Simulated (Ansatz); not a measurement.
This log comes from Ansatz, run on a 6-atom cell of MoS2 started from a crystallographic database. Cell and atoms come from a relaxation with r2SCAN+rVV10.

Structure:
```xyz
6
Lattice="3.1730 0.0000 0.0000 -1.5865 2.7479 0.0000 0.0000 0.0000 12.4359" Properties=species:S:1:pos:R:3 pbc="T T T"
Mo    0.0000    1.8319    3.1090
Mo    1.5865    0.9160    9.3269
S     0.0000    1.8319    7.7712
S     1.5865    0.9160    1.5533
S     0.0000    1.8319   10.8827
S     1.5865    0.9160    4.6647
```

The log, with set-up remarks and timings taken out:
```
Crystal: 6 atoms, lattice volume = 108.431 Å³
Basis set: ecut = 420 eV, 2105 PW (Γ)
Bands: 32, of which v1, the nominal top of the filled ones, is band 26 counted from 1 (25 counted from 0)
Symmetry: 24 space group operations
k-points: 50 of 162 (irreducible under 2 space group operations, time reversal used)
SCF 1 converged in 10 iterations: F = -13525.558969 eV  dr2 = 1.88e-12
SCF 1 converged in 3 iterations: F = -13525.498100 eV  dr2 = 9.08e-8
SCF converged after 10 iterations
Free energy (F): -13525.558969 eV
Fermi energy:    10.705202 eV
--- Dielectric response (ions clamped): 3 representative field directions + reference, inside a basis on a mesh of 200 k-points ---
  ε∞ (high-frequency dielectric tensor):
       15.167566     0.000000     0.000000
        0.000000    15.167566     0.000000
        0.000000     0.000000     6.066001
  Born effective charges Z* (e; rows j = field, columns β = displacement):
    site 0:
        -1.00790    0.00000    0.00000
         0.00000   -1.00790    0.00000
         0.00000    0.00000   -0.61055
    site 1:
        -1.00790    0.00000    0.00000
         0.00000   -1.00790    0.00000
         0.00000    0.00000   -0.61055
    site 2:
         0.50395    0.00000    0.00000
         0.00000    0.50395    0.00000
         0.00000    0.00000    0.30527
    site 3:
         0.50395    0.00000    0.00000
         0.00000    0.50395    0.00000
         0.00000    0.00000    0.30527
    site 4:
         0.50395    0.00000    0.00000
         0.00000    0.50395    0.00000
         0.00000    0.00000    0.30527
    site 5:
         0.50395    0.00000    0.00000
         0.00000    0.50395    0.00000
         0.00000    0.00000    0.30527
  ε∞ is read to err by 8.4e-2, Z* by 2.0e-2 e
```

Q: Reconstruct the input.

A:
```yaml
crystal:
  # lattice and atoms as above
kpoints:
  mp_grid: { grid: [9, 9, 2] }
hamiltonian:
  xc: pbe
scf:
  occupations: { method: fixed }
dielectric: {}
```
There is no exchange loop, so no exact exchange. A response with clamped ions alone is the dielectric block. Close relatives of this functional can't be ruled out from these lines alone. Not every key shows in the log; this is the file that was used.

Run as `ansatz run input.yaml --threads 2 --pin off --max-ram 29491MiB --backend cpu --events-out ev --progress --plain --runs-dir out`.

Q: It ran on 2 threads of AMD EPYC 7R13 Processor (Zen 3), on a shared host. About how long did it take, and how much host memory at the peak?

A: About 66 s, with a peak of 1.2 GiB.

No spin polarisation and no zero-point or thermal motion.
